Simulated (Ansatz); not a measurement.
MnSi:

```
CELL_PARAMETERS angstrom
2.98743 0.00000 0.00000
0.00000 2.98743 0.00000
0.00000 0.00000 2.98743
ATOMIC_POSITIONS crystal
Mn 0.50000 0.50000 0.50000
Si 0.00000 0.00000 0.00000
```

The cell was built by a generator and needn't be a form met in nature.

```yaml
Program: Ansatz 0.2.0
Task: relaxation of cell and atoms
Functional: PBE0
Potentials_or_basis: Ansatz PAW
Cutoff: "420 eV (not typed: the program's choice for these potentials)"
k_mesh: 5 × 5 × 5
Occupations: fermi-dirac, width 0.05 eV
Spin: collinear spin, ferromagnetic start
Starting_moments: "[4.0, 0.0] μB"
```

At the start: volume 13.33 Å³/atom.

Task: Where does the relaxation end?

Result: It ends after 5 steps and the volume is 12.67 Å³/atom (-4.9 %); space group Pm-3m (No. 221, to 0.05 Å); moment 2.86 μB per cell.

The path:
```csv
step,energy change (eV),largest force (eV/Å),volume (Å³)
1,0.0000,0.0000,26.66
2,-0.0293,0.0000,25.62
3,-0.0309,0.0000,25.32
4,-0.0309,0.0000,25.35
5,-0.0296,0.0000,25.35
```

Final structure:
```cif
data_structure
_symmetry_space_group_name_H-M 'P 1'
_symmetry_Int_Tables_number 1
_cell_length_a 2.9376
_cell_length_b 2.9376
_cell_length_c 2.9376
_cell_angle_alpha 90.000
_cell_angle_beta 90.000
_cell_angle_gamma 90.000
_cell_volume 25.35
loop_
_atom_site_label
_atom_site_type_symbol
_atom_site_fract_x
_atom_site_fract_y
_atom_site_fract_z
_atom_site_occupancy
Mn1 Mn 0.50000 0.50000 0.50000 1
Si1 Si 0.00000 0.00000 0.00000 1
```

Caveat: the k mesh is coarse (spacing up to 0.42 Å⁻¹), so the values aren't converged, least of all with exact exchange; the magnetic or orbital state may not be the lowest; the plane-wave basis is chosen anew once the cell has moved, so the energies of steps on either side of that aren't comparable; the PAW data sets come from PBE, with cores solved anew for the run's functional, which leaves a small shift of forces and pressure.
